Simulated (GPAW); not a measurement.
The system is AlN.

```xyz
2
Lattice="0.0000 2.1840 2.1840 2.1840 0.0000 2.1840 2.1840 2.1840 0.0000" Properties=species:S:1:pos:R:3 pbc="T T T"
Al    0.0000    0.0000    0.0000
N     3.2760    3.2760    3.2760
```

Measurements of this composition are mostly on another form, of space group No. 186.

Base run:

```yaml
Program: GPAW 26.7.0
Functional: r4SCAN
Potentials_or_basis: GPAW PAW data sets (gpaw-data 1.2.1)
Cutoff: 800 eV
Basis: pw
k_mesh: 10 × 10 × 10
Occupations: fermi-dirac, width 0.05 eV
Spin: no spin polarisation
```

Its results: band gap on the k mesh 3.96 eV, indirect (least direct gap 4.90 eV).

Task: The run is repeated on the same cell with these changes: functional from r4SCAN to PBEsol0; cutoff from 800 eV to 600 eV; k mesh from 10 × 10 × 10 to 5 × 5 × 5. What comes out?

Result: Band gap on the k mesh 5.80 eV, indirect (least direct gap 6.25 eV).

Several settings changed at once, so the effect can't be laid on one alone.

Caveats: some runs use coarse meshes; an odd mesh through Γ misses points on the zone boundary, where band edges often lie (some runs).
